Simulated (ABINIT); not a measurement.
Input of an ABINIT 10.8.3 (patched build) run:

File run.abi:

```
ndtset 2

pp_dirpath "./"
pseudos "Ag.GGA_PBE-JTH.xml"

acell 2.8888847545 2.8888847545 2.8888847545 Angstrom
rprim
     0.0000000000     0.7071067812     0.7071067812
     0.7071067812     0.0000000000     0.7071067812
     0.7071067812     0.7071067812     0.0000000000
ntypat 1
znucl 47
natom 1
typat 1
xcart
     0.0000000000     0.0000000000     0.0000000000 Angstrom

ecut 17.0
pawecutdg 34.0

ixc 14

occopt 3
tsmear 0.00183747

nstep 100

iomode 3
prtwf 0
prteig 0
prtebands 0
prtden1 1

kptopt1 1
ngkpt1 11 11 11
nshiftk1 1
shiftk1 0.0 0.0 0.0
nband1 10
tolvrs1 1.0e-9

iscf2 -2
getden2 1
nband2 14
nbdbuf2 2
tolwfr2 1.0e-12
kptopt2 -9
ndivsm2 8
prteig2 1
prtvol2 -3
kptbounds2
     0.0000000000     0.0000000000     0.0000000000
     0.5000000000     0.0000000000     0.5000000000
     0.5000000000     0.2500000000     0.7500000000
     0.3750000000     0.3750000000     0.7500000000
     0.0000000000     0.0000000000     0.0000000000
     0.5000000000     0.5000000000     0.5000000000
     0.6250000000     0.2500000000     0.6250000000
     0.5000000000     0.2500000000     0.7500000000
     0.5000000000     0.5000000000     0.5000000000
     0.3750000000     0.3750000000     0.7500000000
```

Potentials or basis: JTH PAW PBE v2.0.

Launch:

```console
$ abinit run.abi > log 2>&1
```

What does it give for the band gap on the k mesh?

None (metal or under the smearing width).

What does it give for the pressure?

7.5 GPa.

Levels at the corners of the path, in eV from the Fermi level:
| point | band 1 | band 2 | band 3 | band 4 | band 5 | band 6 | band 7 | band 8 | band 9 | band 10 |
| --- | --- | --- | --- | --- | --- | --- | --- | --- | --- | --- |
| Γ | -8.02 | -5.09 | -5.09 | -5.09 | -4.06 | -4.06 | 16.42 | 19.87 | 19.87 | 19.87 |
| X | -6.72 | -6.58 | -3.30 | -3.06 | -3.06 | 1.38 | 6.48 | 10.57 | 10.57 | 16.86 |
| W | -5.97 | -5.36 | -5.36 | -4.05 | -3.06 | 5.72 | 5.72 | 6.82 | 7.92 | 23.04 |
| K | -6.29 | -5.86 | -4.37 | -3.84 | -3.34 | 4.05 | 5.04 | 6.90 | 12.66 | 16.68 |
| Γ | -8.02 | -5.09 | -5.09 | -5.09 | -4.06 | -4.06 | 16.42 | 19.87 | 19.87 | 19.87 |
| L | -6.67 | -5.11 | -5.11 | -3.27 | -3.27 | -0.64 | 3.35 | 15.51 | 17.97 | 17.97 |
| U | -6.29 | -5.86 | -4.37 | -3.84 | -3.34 | 4.05 | 5.04 | 6.90 | 12.66 | 16.68 |
| W | -5.97 | -5.36 | -5.36 | -4.05 | -3.06 | 5.72 | 5.72 | 6.82 | 7.92 | 23.04 |
| L | -6.67 | -5.11 | -5.11 | -3.27 | -3.27 | -0.64 | 3.35 | 15.51 | 17.97 | 17.97 |
| K | -6.29 | -5.86 | -4.37 | -3.84 | -3.34 | 4.05 | 5.04 | 6.90 | 12.66 | 16.68 |

Caveat: the PAW data sets were made with another functional, which shifts forces and pressure a little.
